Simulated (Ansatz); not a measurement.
# BN (model cell, started as rocksalt type): following an unstable mode, part 2 of 3

Which phase does BN (model cell, started as rocksalt type) fall into along its unstable mode, and how much energy does it gain?

Ansatz 0.2.0; DFT PBEsol, scalar-relativistic, plane waves, PAW; PAW set soft_1.

So far, highest frequency on the path or at a solved wavevector (cm⁻¹): step 2 (phonons on a q mesh) 1093. Also lowest frequency on the path (cm⁻¹): step 2 -686.

The structure was built from a prototype and need not be the compound's stable phase.

### 4. The mode frozen in, largest atomic shift 0.6 Å

The atoms are moved along the unstable eigenvector, the largest shift by 0.6 Å, with the cell fixed.

The input, input.yaml:

```yaml
crystal:
  lattice:
    - [0.0, 1.7411762025, 1.7411762025]
    - [1.7411762025, 0.0, 1.7411762025]
    - [1.7411762025, 1.7411762025, 0.0]
  atoms:
    - { symbol: B, position: [-0.2984277189, 0.0994759063, 0.0994759063] }
    - { symbol: "N", position: [0.7303136747, 0.4232287751, 0.4232287751] }
kpoints:
  mp_grid: { grid: [12, 12, 12] }
hamiltonian:
  xc: pbesol
  pseudopotentials: { kind: paw, azcp: { folder: soft_1 }, xc_functional: pbe }
scf:
  occupations: { method: gaussian, width: 0.02 }
output:
  forces: true
  stress: true
  eigenvalues: true
```

Launch:

```
$ ansatz run input.yaml --threads 4 --pin off --max-ram 10240MiB --backend cpu --events-out ev --progress --plain --runs-dir out
```

Numbers of over 12 decimals in the logs are rounded to 6 here.

The program printed:

```text
[...]
Crystal: 2 atoms, lattice volume = 10.557 Å³
Basis set: ecut = 420 eV, 181 PW (Γ), exchange–correlation on 36×36×36 points (8 copies of the dense FFT grid, shifted against one another)
Bands: 8, of which v1, the nominal top of the filled ones, is band 4 counted from 1 (3 counted from 0)
Symmetry: 6 space group operations
[...]
k-points: 189 of 1728 (time reversal used)
[...]
atom   1  B      1.66589491    -1.66589491    -1.66589491
  atom   2  N     -1.66587431     1.66587431     1.66587431
  max |Σ_I F_I| component: 2.06e-5 eV/Å
--- Stress (GPa, compression-positive) ---
       79.582476     -18.551295     -18.551295
      -18.551295      79.582476      18.551295
      -18.551295      18.551295      79.582476
  P = ⅓ Tr σ = 79.5825 GPa (795.825 kbar)
--- Band table (eV; the first three rows and the last of 189) ---
[...]
[key lines of the parts left out:]
SCF converged after 7 iterations
Free energy (F): -532.418185 eV
Fermi energy:    15.236315 eV
```

It took 0.55 s on 4 threads of Intel Xeon Platinum 8375C at 2.90GHz (Ice Lake), shared host; peak memory 0.31 GiB.

Numbers from this step:

| Item | Value |
| --- | --- |
| pressure | 79.58 GPa |
| gap on the k-mesh | 1.550 eV |
| energy from the undistorted cell | -972.5 meV/atom |

The energy, extrapolated to zero smearing, is -972.50 meV/atom against the undistorted cell.

The run ends at a pressure of 79.58 GPa, with forces up to 2.9 eV/Å.

### 5. Energy along the mode, all amplitudes (two of the runs are shown above)

An imaginary frequency means negative curvature, so the energy should fall and then rise again as anharmonic terms take over.

This step gave:

```yaml
depth_at_the_lowest_point_sampled: 972.5 meV/atom
largest_atomic_shift_at_that_point: 0.6 Å
```

Energy from the parent against largest atomic shift:

```
largest atomic shift (Å)  energy from the parent (meV/atom)
                   0.000                                  0
                   0.040                              -13.0
                   0.080                              -49.6
                   0.140                               -134
                   0.220                               -265
                   0.320                               -427
                   0.450                               -650
                   0.600                               -973
```

Displacement at unit largest shift by atom:

```
atom   x (Å)   y (Å)   z (Å)   size
  B1   0.577  -0.577  -0.577  0.999
  N2  -0.446   0.446   0.446  0.772
```

The lowest of the steps tried is the last one, at 0.6 Å, 973 meV/atom below the parent; the bottom of the well need not coincide with a step.

### 6. Relaxing from the distorted cell

Starting from the lowest point found, all atoms and the cell are let go, so that strain and other modes of the same symmetry can join in.

input.yaml, as its differences from that of step 4:

```diff
@@ -14,3 +14,3 @@
 scf:
-  occupations: { method: gaussian, width: 0.02 }
+  occupations: { method: fixed }
 output:
@@ -19 +19,6 @@
   eigenvalues: true
+relax:
+  adjacent_minimum: "off"
+  f_tol: 0.002
+  max_steps: 120
+  cell: { stress_tol: 0.03 }
```

The program printed:

```text
[...]
Crystal: 2 atoms, lattice volume = 10.557 Å³
Basis set: ecut = 420 eV, 181 PW (Γ), exchange–correlation on 36×36×36 points (8 copies of the dense FFT grid, shifted against one another)
Bands: 8, of which v1, the nominal top of the filled ones, is band 4 counted from 1 (3 counted from 0)
Symmetry: 6 space group operations
[...]
k-points: 189 of 1728 (time reversal used)
[...]
SCF iter   1: F=—  HF=-533.482397 eV  |F-HF|=—  |Δ(HF+E_count)|=         —  Δρ=1.91e-1  dr2=2.94e0  ethr=3.10e-3  ⟨swp⟩=3.9  Hψ=8482  notcnv=0  defer=360
[...]
SCF iter   7: F=-532.418185 eV  HF=-532.418185 eV  |F-HF|=1.89e-10  |Δ(HF+E_count)|=   3.20e-9  Δρ=2.67e-6  dr2=3.72e-10  ethr=2.27e-10  ⟨swp⟩=2.0  Hψ=5277  notcnv=0
SCF 1 converged in 7 iterations: F = -532.418185 eV  dr2 = 3.72e-10
[...]
relax step   1: F+E_penalty+E_count = -532.41818535 eV  Δ(F+E_penalty+E_count) = +0.000e0 eV  max|allowed force component| = 1.666e0 eV/Å  Δτ_max = 0.0000 Å  P = +79.582 GPa  Ω = 10.557 Å³  (7 SCF iters, dr2 threshold 1.00e-7 eV, accepted)
Crystal: 2 atoms, lattice volume = 11.306 Å³
Basis set: ecut = 420 eV, 211 PW (Γ), exchange–correlation on 36×36×36 points (8 copies of the dense FFT grid, shifted against one another)
[...]
iter 1 solved again at ethr=5.16e-4 eV; its pass at ethr=3.10e-3 eV (dr2=4.13e-2 eV) is discarded
[...]
SCF iter   6: F=-532.980815 eV  HF=-532.980815 eV  |F-HF|=4.82e-10  |Δ(HF+E_count)|=   5.81e-8  Δρ=5.26e-6  dr2=8.04e-10  ethr=7.12e-10  ⟨swp⟩=2.0  Hψ=5029  notcnv=0
SCF 2 converged in 6 iterations: F = -532.980815 eV  dr2 = 8.04e-10
[...]
relax step   2: F+E_penalty+E_count = -532.98081489 eV  Δ(F+E_penalty+E_count) = -5.626e-1 eV  max|allowed force component| = 1.332e0 eV/Å  Δτ_max = 0.0388 Å  P = +43.975 GPa  Ω = 11.306 Å³  energy of the carried Pulay correction = -2.608e-3 eV  (6 SCF iters, dr2 threshold 2.00e-7 eV, accepted)
Crystal: 2 atoms, lattice volume = 12.125 Å³
Basis set: ecut = 420 eV, 247 PW (Γ), exchange–correlation on 36×36×36 points (8 copies of the dense FFT grid, shifted against one another)
[...]
SCF iter   6: F=-533.423505 eV  HF=-533.423505 eV  |F-HF|=1.52e-9  |Δ(HF+E_count)|=   1.59e-7  Δρ=8.04e-6  dr2=2.12e-9  ethr=2.09e-9  ⟨swp⟩=2.4  Hψ=5759  notcnv=0
SCF 3 converged in 6 iterations: F = -533.423505 eV  dr2 = 2.12e-9
[...]
relax step   3: F+E_penalty+E_count = -533.42350505 eV  Δ(F+E_penalty+E_count) = -4.427e-1 eV  max|allowed force component| = 9.542e-1 eV/Å  Δτ_max = 0.0688 Å  P = +6.749 GPa  Ω = 12.125 Å³  energy of the carried Pulay correction = -5.270e-3 eV  (6 SCF iters, dr2 threshold 2.00e-7 eV, accepted)
[... from here on, the SCF cycles and remarks between the steps are left out ...]
relax step   4: F+E_penalty+E_count = -533.77870057 eV  Δ(F+E_penalty+E_count) = -3.552e-1 eV  max|allowed force component| = 2.630e-1 eV/Å  Δτ_max = 0.1250 Å  P = -5.001 GPa  Ω = 11.836 Å³  energy of the carried Pulay correction = -4.353e-3 eV  (6 SCF iters, dr2 threshold 2.00e-7 eV, accepted)
relax step   5: F+E_penalty+E_count = -533.82651565 eV  Δ(F+E_penalty+E_count) = -4.782e-2 eV  max|allowed force component| = 1.903e-2 eV/Å  Δτ_max = 0.0108 Å  P = +1.862 GPa  Ω = 11.628 Å³  energy of the carried Pulay correction = -3.678e-3 eV  (6 SCF iters, dr2 threshold 2.00e-7 eV, accepted)
relax step   6: F+E_penalty+E_count = -533.83239670 eV  Δ(F+E_penalty+E_count) = -5.881e-3 eV  max|allowed force component| = 6.728e-4 eV/Å  Δτ_max = 0.0005 Å  P = +0.259 GPa  Ω = 11.671 Å³  energy of the carried Pulay correction = -3.818e-3 eV  (5 SCF iters, dr2 threshold 2.00e-7 eV, accepted)
relax step   7: F+E_penalty+E_count = -533.83237873 eV  Δ(F+E_penalty+E_count) = +1.798e-5 eV  max|allowed force component| = 3.291e-6 eV/Å  Δτ_max = 0.0000 Å  P = -0.003 GPa  Ω = 11.678 Å³  energy of the carried Pulay correction = -3.843e-3 eV  (3 SCF iters, dr2 threshold 2.00e-7 eV, accepted)
relax step   8: F+E_penalty+E_count = -533.84003732 eV  Δ(F+E_penalty+E_count) = -7.659e-3 eV  max|allowed force component| = 3.760e-6 eV/Å  Δτ_max = 0.0000 Å  P = +1.158 GPa  Ω = 11.678 Å³  stress off target by 1.16e0 GPa  SCF on the basis re-selected at this cell (its energy is not comparable with the rows above)  (6 SCF iters)
relax step   9: F+E_penalty+E_count = -533.84002761 eV  Δ(F+E_penalty+E_count) = +9.718e-6 eV  max|allowed force component| = 9.617e-7 eV/Å  Δτ_max = 0.0000 Å  P = +0.027 GPa  Ω = 11.712 Å³  energy of the carried Pulay correction = -1.349e-4 eV  (4 SCF iters, dr2 threshold 2.00e-7 eV, accepted)
relax step  10: F+E_penalty+E_count = -533.84022362 eV  Δ(F+E_penalty+E_count) = -1.960e-4 eV  max|allowed force component| = 9.683e-7 eV/Å  Δτ_max = 0.0000 Å  P = +0.039 GPa  Ω = 11.712 Å³  stress off target by 3.92e-2 GPa  SCF on the basis re-selected at this cell (its energy is not comparable with the rows above)  (5 SCF iters)
relax step  11: F+E_penalty+E_count = -533.84021917 eV  Δ(F+E_penalty+E_count) = +4.451e-6 eV  max|allowed force component| = 2.017e-6 eV/Å  Δτ_max = 0.0000 Å  P = +0.000 GPa  Ω = 11.714 Å³  energy of the carried Pulay correction = -4.596e-6 eV  (3 SCF iters, dr2 threshold 3.84e-9 eV, accepted)
[...]
SCF iter   4: F=-533.840219 eV  HF=-533.840219 eV  |F-HF|=0.00e0  |Δ(HF+E_count)|=  2.05e-12  Δρ=9.58e-8  dr2=3.86e-13  ethr=1.00e-12  ⟨swp⟩=7.3  Hψ=7615  notcnv=0
SCF 12 converged in 4 iterations: F = -533.840219 eV  dr2 = 3.86e-13
relax step  12: F+E_penalty+E_count = -533.84021917 eV  Δ(F+E_penalty+E_count) = -1.652e-10 eV  max|allowed force component| = 2.040e-6 eV/Å  Δτ_max = 0.0000 Å  P = +0.000 GPa  Ω = 11.714 Å³  stress off target by 2.61e-4 GPa  SCF on the basis re-selected at this cell (its energy is not comparable with the rows above)  (4 SCF iters)
[...]
SCF converged after 4 iterations
Free energy (F): -533.840219 eV
[...]
Internal energy: -533.840219 eV  (E = F + TS)
E sigma→0 (E₀):  -533.840219 eV
Fermi energy:    11.256763 eV
[...]
--- Stress (GPa, compression-positive) ---
        0.000260       0.000001       0.000001
        0.000001       0.000260      -0.000001
        0.000001      -0.000001       0.000260
  P = ⅓ Tr σ = 0.0003 GPa (0.003 kbar)
--- Band table (eV; the first three rows and the last of 189) ---
[...]
--- Relaxed structure (9 steps of the walk, 9 accepted, 3 SCFs on fresh bases) ---
  F+E_penalty+E_count = -533.84021917 eV   max|allowed force component| = 2.040e-6 eV/Å   (the final SCF, on the basis selected at the relaxed cell)
  cell:  # Å, volume = 11.7135 Å³
    - [-1.582583648366147e-8, 1.802544, 1.802544]
    - [1.802544, -1.1236262622242718e-17, 1.802544]
    - [1.802544, 1.802544, -1.9828556567384215e-17]
  atoms:
    - { symbol: B, position: [-0.409057, 0.136352, 0.136352] }
    - { symbol: N, position: [0.840943, 0.386352, 0.386352] }
```

Run time: 6 s. Hardware: 4 threads; peak memory 0.34 GiB; 21 s of CPU time.

The steps of the relaxation:

```
step  energy less that of the first step (eV)  largest force component (eV/Å)  pressure (GPa)  volume (Å³)
   1                                   0.0000                          1.6659           79.58        10.56
   2                                  -0.5626                          1.3324           43.98        11.31
   3                                  -1.0053                          0.9542            6.75        12.13
   4                                  -1.3605                          0.2630           -5.00        11.84
   5                                  -1.4083                          0.0190            1.86        11.63
   6                                  -1.4142                          0.0007            0.26        11.67
   7                                  -1.4142                          0.0000            0.00        11.68
  8*                                  -1.4219                          0.0000            1.16        11.68
   9                                  -1.4218                          0.0000            0.03        11.71
 10*                                  -1.4220                          0.0000            0.04        11.71
  11                                  -1.4220                          0.0000            0.00        11.71
 12*                                  -1.4220                          0.0000            0.00        11.71
```

Relaxation steps marked * repeat the geometry before them on a plane-wave basis chosen anew for their cell, so energy and pressure can jump there.

The run keeps the 6 symmetry operations that it works with, so distortions that break them were not tested.

```
     cell as run  before  after   change
           a (Å)   2.462  2.549   +3.5 %
           b (Å)   2.462  2.549   +3.5 %
           c (Å)   2.462  2.549   +3.5 %
volume (Å³/atom)    5.28   5.86  +11.0 %
```

The atoms that moved most (Å, as changes of fractional coordinates times the final cell):

```
atom      dx      dy      dz  length
  B1   0.133  -0.133  -0.133   0.230
  N2  -0.133   0.133   0.133   0.230
```

Final coordinates:

```xyz
2
Lattice="0.0000 1.8025 1.8025 1.8025 0.0000 1.8025 1.8025 1.8025 0.0000" Properties=species:S:1:pos:R:3 pbc="T T T"
B     0.4916   -0.4916   -0.4916
N     1.3928    2.2123    2.2123
```

This step gave:

```
pressure          : 2.60e-4 GPa
gap on the k-mesh : 4.293 eV
volume per atom   : 5.857 Å³
```

The distorted start has space group R3m; the relaxation ends in F-43m.

### 7. The new phase in its own primitive cell

The relaxed structure is symmetrised, reduced to its primitive cell and relaxed tightly, as its phonons need.

input.yaml, the sections that differ from step 6:

```yaml
crystal:
  lattice:
    - [0.0, 1.8025441211, 1.8025441211]
    - [1.8025441211, 0.0, 1.8025441211]
    - [1.8025441211, 1.8025441211, 0.0]
  atoms:
    - { symbol: B, position: [0.5, 0.5, 0.5] }
    - { symbol: "N", position: [0.25, 0.25, 0.25] }
kpoints:
  mp_grid: { grid: [10, 10, 10] }
relax:
  adjacent_minimum: "off"
  f_tol: 0.001
  max_steps: 60
  cell: { stress_tol: 0.01 }
# hamiltonian, scf, output: as in step 6
```

The program printed:

```text
[...]
Crystal: 2 atoms, lattice volume = 11.714 Å³
Basis set: ecut = 420 eV, 259 PW (Γ), exchange–correlation on 36×36×36 points (8 copies of the dense FFT grid, shifted against one another)
Bands: 8, of which v1, the nominal top of the filled ones, is band 4 counted from 1 (3 counted from 0)
Symmetry: 24 space group operations
[...]
k-points: 47 of 1000 (time reversal used)
[...]
--- Band table (eV; the first three rows and the last of 47) ---
[...]
--- Relaxed structure (1 steps of the walk, 1 accepted, 1 SCFs on fresh bases) ---
[...]
cell:  # Å, volume = 11.7135 Å³
    - [0.0, 1.8025441211, 1.8025441211]
    - [1.8025441211, 0.0, 1.8025441211]
    - [1.8025441211, 1.8025441211, 0.0]
  atoms:
    - { symbol: B, position: [0.500000, 0.500000, 0.500000] }
    - { symbol: N, position: [0.250000, 0.250000, 0.250000] }
[key lines of the parts left out:]
SCF converged after 4 iterations
Free energy (F): -533.840221 eV
Fermi energy:    11.256793 eV
P = ⅓ Tr σ = 0.0023 GPa (0.023 kbar)
```

Elapsed: 0.47 s, on 4 threads; peak memory 0.33 GiB; 1.3 s of CPU time.

Little changed from the start: no atom moved by 0.005 Å and no cell edge by 0.1 %.

Numbers from this step:

* pressure: 0.002288 GPa
* direct gap on mesh: 8.804 eV

The forces vanish by symmetry and the pressure is 0.002 GPa, within the tolerances set. The cell now holds 5.86 Å³/atom.

[end of part 2 of 3]

[Logs are printed without paths, hosts, clocks, repeated set-up lines and the standing remarks that a program may print on its own settings, such as how far it seeks lower states.]

[Hosts, paths, dates, database ids (printed as entryN), source tags and the programs' standing remarks are cut or masked in the printed files.]
